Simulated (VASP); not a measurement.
# Co2PtO4 in VASP: a series of runs

The runs below take Co2PtO4 through relaxation of the atoms, with PBEsol, PBEsol+D3, PBE+dDsC, PBE.

Program: VASP 6.6.1. These are calculated values, not measurements. Logs are shortened: lines on timing, memory, paths and dates and some standing lists are left out, and cuts for length are marked.

## (1) The slab as given

The cell holds a slab with vacuum, 7 atoms: a = 2.825 Å, b = 2.825 Å, c = 22.879 Å, α = 90.00°, β = 90.00°, γ = 120.00°.

## (2) Relaxation of the atoms, PBEsol, collinear spin, ferromagnetic start

INCAR reads:

```
SYSTEM = Co2PtO4
ALGO = Normal ; DIPOL = 0.5 0.5 0.500
EDIFF = 1E-6 ; EDIFFG = -0.01
ENCUT = 520 ; GGA = PS
IBRION = 2 ; IDIPOL = 3
ISIF = 2 ; ISMEAR = -1
ISPIN = 2 ; LASPH = .True.
LCHARG = .False. ; LDIPOL = .True.
LMAXMIX = 4 ; LORBIT = 11
LREAL = .False. ; LWAVE = .False.
MAGMOM = 0 0 0 0 2 2 0 ; NELM = 100
NSW = 60 ; PREC = Accurate
SIGMA = 0.05
```

KPOINTS reads:

```
k-points
0
Gamma
  8 8 1
  0 0 0
```

POSCAR reads:

```
Co2PtO4
1.0
    2.8245398345      0.0000000000      0.0000000000
   -1.4122699173      2.4461232507      0.0000000000
    0.0000000000      0.0000000000     22.8788124025
O Co Pt
4 2 1
Selective dynamics
Direct
    0.0000000000      0.0000000000      0.3278142182  F F F
    0.6666666667      0.3333333333      0.4125836222  F F F
    0.6666666667      0.3333333333      0.5874163778  T T T
    0.3333333333      0.6666666667      0.6721857818  T T T
    0.3333333333      0.6666666667      0.3701989202  F F F
    0.0000000000      0.0000000000      0.6298010798  T T T
    0.6666666667      0.3333333333      0.5000000000  T T T
```

Potentials or basis: VASP PAW PBE potentials, release 64 (O, Co, Pt).

The run is started by

```sh
$ cat potpaw_PBE.64/O/POTCAR potpaw_PBE.64/Co/POTCAR potpaw_PBE.64/Pt/POTCAR > POTCAR
$ mpirun -np 1 vasp_std > vasp.out
```

OUTCAR:

```text
SYSTEM = Co2PtO4
   EDIFF = 1E-6
   EDIFFG = -0.01
   ENCUT = 520
   GGA = PS
   IBRION = 2
   ISIF = 2
   ISMEAR = -1
   ISPIN = 2
   LASPH = .True.
   LORBIT = 11
   LREAL = .False.
   NELM = 100
   NSW = 60
   PREC = Accurate

 ion  position               nearest neighbor table
   1  0.000  0.000  0.328-   5 1.90   5 1.90   5 1.90
   2  0.667  0.333  0.413-   5 1.90   5 1.90   5 1.90   7 2.00
   3  0.667  0.333  0.587-   6 1.90   6 1.90   6 1.90   7 2.00
   4  0.333  0.667  0.672-   6 1.90   6 1.90   6 1.90
   5  0.333  0.667  0.370-   2 1.90   2 1.90   1 1.90   1 1.90   1 1.90   2 1.90
   6  0.000  0.000  0.630-   4 1.90   3 1.90   4 1.90   3 1.90   4 1.90   3 1.90
   7  0.667  0.333  0.500-   2 2.00   3 2.00

  LATTYP: Found a hexagonal cell.
 ALAT       =     2.8245398345
 C/A-ratio  =     8.1000140706

  Lattice vectors:

 A1 = (   2.8245398345,   0.0000000000,   0.0000000000)
 A2 = (  -1.4122699173,   2.4461232507,   0.0000000000)
 A3 = (   0.0000000000,   0.0000000000,  22.8788124025)

Analysis of symmetry for initial positions (statically):
=====================================================================
 Subroutine PRICEL returns:
 Original cell was already a primitive cell.

 Routine SETGRP: Setting up the symmetry group for a
 hexagonal supercell.

 Subroutine GETGRP returns: Found 12 space group operations
 (whereof  6 operations were pure point group operations)
 out of a pool of 24 trial point group operations.

The static configuration has the point symmetry C_3v.
 The point group associated with its full space group is D_3d.

Analysis of symmetry for dynamics (positions and initial velocities):
=====================================================================
 Subroutine PRICEL returns:
 Original cell was already a primitive cell.

 Routine SETGRP: Setting up the symmetry group for a
 hexagonal supercell.

 Subroutine GETGRP returns: Found 12 space group operations
 (whereof  6 operations were pure point group operations)
 out of a pool of 24 trial point group operations.

The dynamic configuration has the point symmetry C_3v.
 The point group associated with its full space group is D_3d.

Analysis of constrained symmetry for selective dynamics:
=====================================================================
 Subroutine PRICEL returns:
 Original cell was already a primitive cell.

 Routine SETGRP: Setting up the symmetry group for a
 hexagonal supercell.

 Subroutine GETGRP returns: Found  6 space group operations
[... 247 lines left out ...]

 number of electron      52.0000002 magnetization       0.9451542

------------------------ aborting loop because EDIFF is reached ----------------------------------------
[... 30 lines left out ...]
  FREE ENERGIE OF THE ION-ELECTRON SYSTEM (eV)
  ---------------------------------------------------
  free  energy   TOTEN  =       -49.6261431780 eV

  energy  without entropy=      -49.5779624074  energy(sigma->0) =      -49.60205279

[... ionic steps 4 to 11 ...]

--------------------------------------- Ionic step       12  -------------------------------------------

 number of electron      52.0000008 magnetization       0.9485402

------------------------ aborting loop because EDIFF is reached ----------------------------------------
[... 77 lines left out ...]
--------------------------------------- Ionic step       14  -------------------------------------------

 number of electron      52.0000008 magnetization       0.9483286

 dipolmoment           0.000000      0.000000     -0.015022 electrons x Angstroem

 Free energy of the ion-electron system (eV)
  ---------------------------------------------------
  ext. energy  EPLUGINS =         0.00000000
  ---------------------------------------------------
  free energy    TOTEN  =       -49.63435505 eV

  energy without entropy =      -49.58666909  energy(sigma->0) =      -49.61051207

 E-fermi :  -1.3110     XC(G=0):  -5.8532

 val. band max:       -1.3361474815   @ k =   0.3750   0.2500   0.0000
 cond. band min:      -1.2953107388   @ k =   0.3750   0.2500   0.0000
 fundamental gap:      0.0408367428
 Fermi energy:        -1.3109664099

 spin component 1

 k-point     1 :       0.0000    0.0000    0.0000
  band No.  band energies     occupation
      1     -21.9835      1.00000
      2     -21.7291      1.00000
      3     -19.6659      1.00000
      4     -19.3685      1.00000
      5      -9.5913      1.00000
      6      -8.1208      1.00000
[... 349 lines left out ...]
     32       5.1102      0.00000
     33       6.7194      0.00000
 Fermi energy:        -1.3109664099

 spin component 2

 k-point     1 :       0.0000    0.0000    0.0000
  band No.  band energies     occupation
      1     -21.9295      1.00000
      2     -21.6759      1.00000
      3     -19.5581      1.00000
      4     -19.2747      1.00000
      5      -9.5232      1.00000
      6      -8.0750      1.00000
[... 349 lines left out ...]
     32       5.1328      0.00000
     33       6.7453      0.00000

------------------------ aborting loop because EDIFF is reached ----------------------------------------

 vacuum level on the upper side and lower side of the slab       (xc-potential included)        -0.169         0.224

  FORCE on cell =-STRESS in cart. coord.  units (eV):
  Direction    XX          YY          ZZ          XY          YZ          ZX
  --------------------------------------------------------------------------------------
  -------------------------------------------------------------------------------------
  Total       -2.9099312     -2.9099312     -1.4239713      0.0000000      0.0000000      0.0000000
  in kB      -29.4940079    -29.4940079    -14.4328569      0.0000000      0.0000000      0.0000000
  external PRESSURE =     -24.4736243 kB  Pullay stress =       0.0000000 kB
[... 22 lines left out ...]
  FREE ENERGIE OF THE ION-ELECTRON SYSTEM (eV)
  ---------------------------------------------------
  free  energy   TOTEN  =       -49.6343550467 eV

  energy  without entropy=      -49.5866690946  energy(sigma->0) =      -49.61051207

 reached required accuracy - stopping structural energy minimisation

 vacuum level on the upper side and lower side of the slab         6.094         6.518

 total charge

# of ion       s       p       d       tot
------------------------------------------
    1        1.583   3.304   0.000   4.887
    2        1.553   3.442   0.000   4.996
    3        1.555   3.439   0.000   4.993
    4        1.579   3.351   0.000   4.929
    5        0.447   0.691   7.286   8.423
    6        0.463   0.724   7.312   8.499
    7        0.653   0.592   7.979   9.223
--------------------------------------------------
tot          7.833  15.543  22.577  45.952

 magnetization (x)

# of ion       s       p       d       tot
------------------------------------------
    1        0.001   0.060   0.000   0.061
    2        0.000   0.020   0.000   0.021
    3        0.000   0.019   0.000   0.019
    4        0.001   0.077   0.000   0.078
    5        0.003   0.007   0.345   0.355
    6        0.004   0.007   0.336   0.346
    7        0.003   0.002   0.028   0.032
--------------------------------------------------
tot          0.012   0.192   0.708   0.911
```

OSZICAR:

```text
N       E                     dE             d eps       ncg     rms          rms(c)
DAV:   1     0.546993627062E+03    0.54699E+03   -0.24317E+04  1320   0.153E+03
DAV:   2     0.308187471907E+02   -0.51617E+03   -0.47575E+03  1543   0.378E+02
[... 268 lines left out ...]
DAV:   1    -0.496343517071E+02   -0.51696E-05   -0.27831E-03  1326   0.231E-01    0.144E-02
DAV:   2    -0.496344451496E+02   -0.93443E-04   -0.82597E-04  1975   0.224E-01    0.166E-01
DAV:   3    -0.496343492313E+02    0.95918E-04   -0.90609E-04  1983   0.230E-01    0.248E-02
DAV:   4    -0.496343591235E+02   -0.98921E-05   -0.13754E-05  1325   0.403E-02    0.254E-02
DAV:   5    -0.496343560425E+02    0.30810E-05   -0.51641E-06   786   0.301E-02    0.109E-02
DAV:   6    -0.496343550467E+02    0.99575E-06   -0.78681E-06   843   0.229E-02
  14 F= -.49634355E+02 E0= -.49610512E+02  d E =-.768882E-05  mag=     0.9483
```

Run time: 43 min. Hardware: 1 thread of Intel Xeon Platinum 8375C at 2.90GHz (Ice Lake), shared host; peak memory 0.45 GiB.

Results:

```
Free energy                                           : -49.6344 eV
Energy gained by relaxing                             : 10.8 meV/atom
Ionic steps                                           : 14
Band gap on the k mesh                                : none (metal or under the smearing width)
Net moment                                            : 0.95 μB per cell
Site moments                                          : O +0.06, +0.02, +0.08; Co +0.35; Pt +0.03 μB
Valence electrons inside the program's atomic spheres : O 4.89, 5.00, 4.99, 4.93; Co 8.42, 8.50; Pt 9.22
```

Step by step:
| step | energy change (eV) | largest force (eV/Å) | pressure (GPa) |
| --- | --- | --- | --- |
| 1 | 0.0000 | 1.5941 | -3.71 |
| 2 | -0.0254 | 1.6440 | -2.73 |
| 3 | -0.0675 | 1.5941 | -3.24 |
| 4 | -0.0712 | 1.5888 | -3.05 |
| 5 | -0.0713 | 1.5875 | -3.03 |
| 6 | -0.0726 | 1.5809 | -2.93 |
| 7 | -0.0727 | 1.5785 | -2.90 |
| 8 | -0.0736 | 1.5871 | -2.81 |
| 9 | -0.0752 | 1.6100 | -2.61 |
| 10 | -0.0754 | 1.6215 | -2.49 |
| 11 | -0.0755 | 1.6314 | -2.46 |
| 12 | -0.0757 | 1.6250 | -2.47 |
| 13 | -0.0757 | 1.6263 | -2.48 |
| 14 | -0.0757 | 1.6243 | -2.45 |

Final structure:
```
CELL_PARAMETERS angstrom
2.82454 0.00000 0.00000
-1.41227 2.44612 0.00000
0.00000 0.00000 22.87881
ATOMIC_POSITIONS crystal
O 0.00000 0.00000 0.32781
O 0.66667 0.33333 0.41258
O 0.66667 0.33333 0.58644
O 0.33333 0.66667 0.66809
Co 0.33333 0.66667 0.37020
Co 0.00000 0.00000 0.62984
Pt 0.66667 0.33333 0.49954
```

Levels at points of the mesh, in eV from the Fermi level:
Spin up:
| k point | band 23 | band 24 | band 25 | band 26 | band 27 | band 28 | band 29 | band 30 | band 31 | band 32 |
| --- | --- | --- | --- | --- | --- | --- | --- | --- | --- | --- |
| (0.00, 0.00, 0.00) | -1.51 | -0.55 | -0.55 | -0.37 | -0.27 | 2.22 | 2.22 | 2.42 | 2.42 | 3.88 |
| (0.50, 0.00, 0.00) | -0.95 | -0.69 | -0.61 | 0.28 | 0.80 | 1.53 | 2.03 | 2.26 | 2.41 | 2.82 |
Spin down:
```
           k point  band 22  band 23  band 24  band 25  band 26  band 27  band 28  band 29
(0.00, 0.00, 0.00)    -1.20    -1.20    -0.51    -0.51     0.12     0.24     2.41     2.41
(0.50, 0.00, 0.00)    -0.77    -0.59    -0.36    -0.24     0.31     0.97     1.78     2.21
```

Caveat: the PAW data sets were made with another functional, which shifts forces and pressure a little; semilocal functionals often make such compounds metallic where correlation or magnetic order opens a gap, which also shifts bond lengths.

(Part 1 of 3 ends here.)
